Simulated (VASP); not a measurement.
A run of VASP 6.6.1 is set up as follows.

INCAR

```
PREC     = Accurate       # precision mode
ENCUT    = 520            # plane-wave cutoff, eV
EDIFF    = 1E-8           # SCF threshold, eV
ISMEAR   = -1             # smearing method
SIGMA    = 0.03           # smearing width, eV
LREAL    = False          # projectors in reciprocal space
LASPH    = True           # aspherical terms in the spheres
NELM     = 100            # most SCF steps
ALGO     = Normal         # electronic algorithm
ISIF     = 2              # what is computed and relaxed
LWAVE    = False          # write WAVECAR
LCHARG   = False          # write CHGCAR
GGA      = PE             # functional
LEFG     = True         
NBANDS   = 16             # bands
```

KPOINTS

```
regular mesh
0
Gamma
  8 8 6
```

File POSCAR:

```
Se
1.0
    4.3551696776      0.0000000000      0.0000000000
   -2.1775848388      3.7716875786      0.0000000000
    0.0000000000      0.0000000000      4.9494500000
Se
3
Direct
    0.2170000000      0.0000000000      0.1666666667
    0.0000000000      0.2170000000      0.8333333333
    0.7830000000      0.7830000000      0.5000000000
```

Potentials or basis: VASP PAW PBE potentials, release 64 (Se).

Run with:

```bash
$ cat potpaw_PBE.64/Se/POTCAR > POTCAR
$ mpirun -np 1 vasp_std > vasp.out
```

Question: What does it give for the pressure?

Answer: 5.7 GPa.

Question: Estimate the largest force.

Answer: 1.188 eV/Å.

Stress tensor (GPa, compression positive):
```
4.75 0.00 0.00
0.00 4.75 0.00
0.00 0.00 7.62
```

Caveat: forces of over 1 eV/Å show positions far from the minimum, so gaps and moduli don't describe the material at rest.
